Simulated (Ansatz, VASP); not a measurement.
# Ni (Ni strained to the junction's net): VASP beside Ansatz, part 2 of 2

Aim: how closely do two programs agree when they are given the same cell, functional and k mesh? The structure shown is the end of the Ansatz relaxation below.

VASP 6.6.1 and Ansatz 0.2.0.

So far: Starting point; Ansatz: relaxation, PBE with D3(BJ); VASP: single point, PBE with D3(BJ).

## (3) VASP: single point, PBE with D3(BJ) (continued)

Level of this step: PBE with D3(BJ), spin-polarised from a ferromagnetic start; plane waves and PAW (Ni) (VASP).

Numbers of over 12 decimals in the logs are rounded to 6 here.

Parts of OUTCAR (step 3):

```text
ion  position               nearest neighbor table
   1  0.000  0.000  0.000-   2 2.46   3 2.46   2 2.46   3 2.46   3 2.46   2 2.46
   2  0.333  0.667  0.333-   1 2.46   1 2.46   1 2.46   3 2.46   3 2.46   3 2.46
   3  0.667  0.333  0.667-   1 2.46   1 2.46   1 2.46   2 2.46   2 2.46   2 2.46

  LATTYP: Found a hexagonal cell.
 ALAT       =     2.5670000000
 C/A-ratio  =     2.2915673771

 Subroutine GETGRP returns: Found 12 space group operations
 (whereof 12 operations were pure point group operations)

The static configuration has the point symmetry D_3d.

 Found    165 irreducible k-points:

   k-points           NKPTS =    165   k-points in BZ     NKDIM =    165   number of bands    NBANDS=     24

   dimension x,y,z NGX =    24 NGY =   24 NGZ =   48
   dimension x,y,z NGXF=    48 NGYF=   48 NGZF=   96

   ENCUT  =  600.0 eV  44.10 Ry    6.64 a.u.   5.13  5.13 11.75*2*pi/ulx,y,z

   NELECT =      30.0000    total number of electrons

 k-points in reciprocal lattice and weights: Automatic mesh
   0.00000000  0.00000000  0.00000000       0.001
   0.05555556 -0.00000000  0.00000000       0.004
   0.11111111 -0.00000000  0.00000000       0.004
   0.16666667  0.00000000  0.00000000       0.004
   0.22222222  0.00000000  0.00000000       0.004
   0.27777778  0.00000000  0.00000000       0.004
   0.33333333  0.00000000  0.00000000       0.004
   0.38888889  0.00000000  0.00000000       0.004
   0.44444444  0.00000000  0.00000000       0.004
[...]
-0.27777778 -0.38888889  0.40000000       0.007
   0.33333333  0.33333333  0.40000000       0.002

 average (electrostatic) potential at core
       1 -82.3472       2 -82.3472       3 -82.3472

 E-fermi :   8.9705

 spin component 1
 k-point     1 :       0.0000    0.0000    0.0000
  band No.  band energies     occupation
    ...
     14       7.7924      0.99999
     15       8.0133      0.99993
     16       8.0133      0.99993
     17       8.0133      0.99993
     18       8.0133      0.99993
     19      20.7289      0.00000
     20      20.7289      0.00000
     21      30.9129      0.00000
     22      30.9129      0.00000
     23      32.0760      0.00000
    ...

 k-point     2 :       0.0556   -0.0000    0.0000
  band No.  band energies     occupation
    ...
     14       7.7982      0.99999
     15       7.8795      0.99998
     16       8.0763      0.99987
     17       8.1362      0.99976
     18       8.3010      0.99876
     19      20.7955      0.00000
     20      20.7973      0.00000
     21      29.1232      0.00000
     22      30.3364      0.00000
     23      30.3875      0.00000
    ...

 k-point     3 :       0.1111   -0.0000    0.0000
  band No.  band energies     occupation
    ...
     14       7.7423      1.00000
     15       7.8187      0.99999
     16       8.2442      0.99930
     17       8.3854      0.99713
     18       8.7577      0.89362
     19      20.9924      0.00000
     20      21.0043      0.00000
     21      26.5035      0.00000
     22      28.7820      0.00000
     23      29.3501      0.00000
    ...

 k-point     4 :       0.1667    0.0000    0.0000
  band No.  band energies     occupation
    ...
     13       7.6178      1.00000
     14       7.6827      1.00000
     15       7.8625      0.99998
     16       8.3353      0.99826
     17       8.7784      0.87222
     18       9.2747      0.04557
     19      21.3170      0.00000
     20      21.3243      0.00000
     21      23.9611      0.00000
     22      27.2986      0.00000
    ...

 k-point     5 :       0.2222    0.0000    0.0000
  band No.  band energies     occupation
    ...
     12       7.4074      1.00000
     13       7.5610      1.00000
     14       7.6955      1.00000
     15       7.9378      0.99997
     16       8.4093      0.99636
     17       9.2022      0.08972
     18       9.8324      0.00018
     19      21.0032      0.00000
     20      21.7643      0.00000
     21      22.3362      0.00000
    ...

 k-point     6 :       0.2778    0.0000    0.0000
  band No.  band energies     occupation
    ...
     12       7.6749      1.00000
     13       7.6831      1.00000
     14       7.8351      0.99999
     15       8.0433      0.99991
     16       8.4673      0.99351
     17       9.6486      0.00113
     18      10.4464      0.00000
     19      18.8760      0.00000
     20      22.2899      0.00000
     21      22.8445      0.00000
    ...

 Edisp (eV)   -1.34986

  Total      -3.20332    -3.20332    -0.07517     0.00000     0.00000     0.00000
  in kB    -152.88659  -152.88659    -3.58769     0.00000     0.00000     0.00000
  external pressure =     -103.12 kB  Pullay stress =        0.00 kB

  energy-cutoff  :      600.00
  volume of cell :       33.57
      direct lattice vectors                 reciprocal lattice vectors
     2.567000000  0.000000000  0.000000000     0.389559797  0.224912454  0.000000000
    -1.283500000  2.223087212  0.000000000     0.000000000  0.449824908  0.000000000
     0.000000000  0.000000000  5.882453457     0.000000000  0.000000000  0.169997095

 POSITION                                       TOTAL-FORCE (eV/Angst)
 -----------------------------------------------------------------------------------
      0.00000      0.00000      0.00000         0.000000      0.000000      0.000000
     -0.00000      1.48206      1.96082        -0.000000     -0.000000     -0.000000
      1.28350      0.74103      3.92164        -0.000000      0.000000      0.000000
 -----------------------------------------------------------------------------------
    total drift:                               -0.000000      0.000000      0.000000

  FREE ENERGIE OF THE ION-ELECTRON SYSTEM (eV)
  ---------------------------------------------------
  free  energy   TOTEN  =       -17.7604023466 eV

  energy  without entropy=      -17.5942999783  energy(sigma->0) =      -17.67735116

 total charge
# of ion       s       p       d       tot
------------------------------------------
    1        0.487   0.474   8.306   9.268
    2        0.487   0.474   8.306   9.268
    3        0.487   0.474   8.306   9.268
--------------------------------------------------
tot          1.462   1.421  24.919  27.803

 magnetization (x)
# of ion       s       p       d       tot
------------------------------------------
    1       -0.006  -0.023   0.660   0.631
    2       -0.006  -0.023   0.660   0.631
    3       -0.006  -0.023   0.660   0.631
--------------------------------------------------
tot         -0.018  -0.070   1.981   1.893

[... 6 further parts left out ...]
```

The run ends at a pressure of -10.31 GPa.

## (4) Differences

Known differences besides the potentials themselves: VASP starts from the moments at which Ansatz ended; the data sets hold 54 valence electrons in Ansatz (on its default PAW (the set named soft_2) files) and 30 in VASP; the cutoff is 420 eV in Ansatz and 600 eV in VASP; Ansatz's pressure holds a Pulay correction, VASP's none; site moments are counted in spheres of each program's own size. Total energies have different zeros and are not compared.

Compared:

| quantity | Ansatz | VASP | difference |
| --- | --- | --- | --- |
| pressure (GPa) | -10.17 | -10.31 | +0.14 |
| total moment (μB) | 1.89 | 1.85 | +0.04 |
| moment on Ni1 (μB) | 0.67 | 0.63 | +0.04 |
| moment on Ni2 (μB) | 0.67 | 0.63 | +0.04 |
| moment on Ni3 (μB) | 0.67 | 0.63 | +0.04 |

## (5) Results

```yaml
difference_in_total_moment_single_point_pbe_with_d3_bj: 0.041 μB
```

**Reading.** The difference in total moment is 0.041 μB (single point, PBE with D3(BJ)). The data sets hold unlike numbers of valence electrons (54 in Ansatz and 30 in VASP), so part of the differences comes from the potentials. How closely two codes agree says nothing of how well the functional describes the real material.

[Lines on the potential files, build, host, timing and source positions are cut from VASP's logs without a mark.]

[Logs are printed without paths, hosts, clocks, repeated set-up lines and the standing remarks that a program may print on its own settings, such as how far it seeks lower states.]

[Hosts, paths, dates, database ids (printed as entryN), source tags and the programs' standing remarks are cut or masked in the printed files.]
